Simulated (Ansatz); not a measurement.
# NiSb (P6_3/mmc): a single-point run

Wanted: a converged single-point run for NiSb (P6_3/mmc), and a check of what comes out. The structure is shown as the input types it.

Computed with Ansatz 0.2.0 (DFT PBE, scalar-relativistic, plane waves, PAW, unless a step's input says otherwise).

## (1) Starting point

The structure is hexagonal, space group P6_3/mmc (No. 194). The conventional cell has a = 3.971 Å, b = 3.971 Å, c = 5.168 Å, α = 90.00°, β = 90.00°, γ = 120.00°. Ni (site symmetry -3m) is surrounded by 2 Ni at 2.58 Å and 6 Sb at 2.63 Å. Sb (site symmetry -6m2) is surrounded by 6 Ni at 2.63 Å.

Coordinates:

```cif
data_structure
_symmetry_space_group_name_H-M 'P6_3/mmc'
_symmetry_Int_Tables_number 194
_cell_length_a 3.9711
_cell_length_b 3.9711
_cell_length_c 5.1680
_cell_angle_alpha 90.000
_cell_angle_beta 90.000
_cell_angle_gamma 120.000
_cell_volume 70.58
loop_
_atom_site_label
_atom_site_type_symbol
_atom_site_symmetry_multiplicity
_atom_site_Wyckoff_symbol
_atom_site_fract_x
_atom_site_fract_y
_atom_site_fract_z
_atom_site_occupancy
Ni1 Ni 2 a 0.00000 0.00000 0.00000 1
Sb1 Sb 2 c 0.33333 0.66667 0.25000 1
```

## (2) The run

File input.yaml:

```yaml
crystal:
  lattice:
    - [3.971051837596, 0.0, 0.0]
    - [-1.985525918798, 3.439031771103, 0.0]
    - [0.0, 0.0, 5.1680081343]
  atoms:
    - { symbol: Ni, position: [0.0, 0.0, 0.0], spin: 0.8 }
    - { symbol: Ni, position: [0.0, 0.0, 0.5], spin: 0.8 }
    - { symbol: Sb, position: [0.3333333333333, 0.6666666666667, 0.25] }
    - { symbol: Sb, position: [0.6666666666667, 0.3333333333333, 0.75] }
basis:
  ecutwfc: 420
  ecutrho_ratio: 4
kpoints:
  mp_grid: { grid: [1, 1, 1] }
hamiltonian:
  xc: pbe
scf:
  occupations: { method: gaussian, width: 0.05 }
  max_iter: 50
output:
  forces: true
  stress: true
magnetization:
  spin_polarized: true
```

Run with:

```sh
ansatz run input.yaml --threads 4 --pin off --max-ram 7168MiB --backend cpu --events-out ev --progress --plain --runs-dir out
```

Q: Will this input give a usable result? If not, why, and what should change?

This run ends as converged, with warnings (seeded moment not kept). It gives a pressure of 23 GPa, which is large; a structure far from rest gives such values too, whatever the setting.

In the input, kpoints.mp_grid.grid is [1, 1, 1]. The zone is sampled at a single point, which suits only large cells or molecules.

To check: set kpoints.mp_grid.grid to [10, 10, 8].
